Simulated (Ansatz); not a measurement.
PbS built on the rocksalt prototype, relaxed with r2SCAN, was run in Ansatz 0.2.0 under altered settings. All numbers are computed, without spin polarisation but where a row says otherwise.

```
Pb S
1.0
     0.00000    2.98723    2.98723
     2.98723    0.00000    2.98723
     2.98723    2.98723    0.00000
Pb S
1 1
Direct
  0.00000 0.00000 0.00000
  0.50000 0.50000 0.50000
```

The base run's other keys:
```yaml
kpoints:
  mp_grid: { grid: [4, 4, 4] }
hamiltonian:
  xc: hse06
scf:
  occupations: { method: fixed }
  n_extra_bands: 4
```

It takes 12 iterations with 1037 plane waves at 420 eV and 8 k points, and leaves a mean stress of -0.06 GPa. The gap over this mesh is 0.884 eV. It ran on 4 threads of Arm Neoverse V1, with other jobs on the host.

Outcomes, with energy and stress as changes against the base:
```
                                     setting    outcome  ΔF (meV/atom)  Δ mean stress (GPa)  gap on the mesh (eV)  iterations  wall time
PBE hybrid, exx coeff 0.15, omega 0.2078 1/Å  converged              –                 +0.4                 0.696          11      5.2 s
   PBE hybrid, exx coeff 0.15, omega 0.3 1/Å  converged              –                 +0.5                 0.618          12      5.4 s
       PBE hybrid, exx coeff 0.2, unscreened  converged              –                 +0.2                 1.277          13      5.2 s
       PBE hybrid, exx coeff 0.3, unscreened  converged              –                 -0.2                 1.723          14      5.5 s
             kpoints.mp_grid.grid: [5, 5, 5]  converged          -10.4                 -0.2                 1.720          11      9.8 s
                  scf.occupations: cold 0.05  converged            0.0                  0.0                 0.884          12      5.6 s
```
A dash marks a value that wasn't obtained or can't be compared. Stress is positive in compression. The base took 5.5 s.

- PBE hybrid, exx coeff 0.15, omega 0.3 1/Å. That is 15 % exact exchange, screened with ω = 0.3 1/Å, against HSE06's 25 % screened at 0.208 1/Å. The mean stress moves by +0.5 GPa and the gap on the mesh by -0.266 eV (to 0.618). Totals of different functionals aren't comparable.
- PBE hybrid, exx coeff 0.2, unscreened. That is 20 % exact exchange, at all ranges, against HSE06's 25 % screened at 0.208 1/Å. The mean stress moves by +0.2 GPa and the gap on the mesh by +0.393 eV (to 1.277). Totals of different functionals aren't comparable.
- PBE hybrid, exx coeff 0.3, unscreened. That is 30 % exact exchange, at all ranges, against HSE06's 25 % screened at 0.208 1/Å. The mean stress moves by -0.2 GPa and the gap on the mesh by +0.840 eV (to 1.723). Totals of different functionals aren't comparable.
- kpoints.mp_grid.grid: [5, 5, 5]. The free energy moves by -10.4 meV an atom, the mean stress by -0.2 GPa and the gap on the mesh by +0.836 eV (to 1.720). The gap changes mostly because other points are sampled; a mesh that misses a band edge overestimates it. The difference shows how far the base mesh is converged.

Within 1 meV an atom, 0.1 GPa and 0.005 eV of the base stay: scf.occupations: cold 0.05.

Spin-orbit coupling is left out; in compounds of Pb, Bi, Tl or Hg it can lower a gap by up to about 1 eV, split its edges or invert the bands.

The program warns that its thresholds are loose for a hybrid's stress.

The meshes of the hybrids are coarse, so their gaps aren't converged to the digits shown.
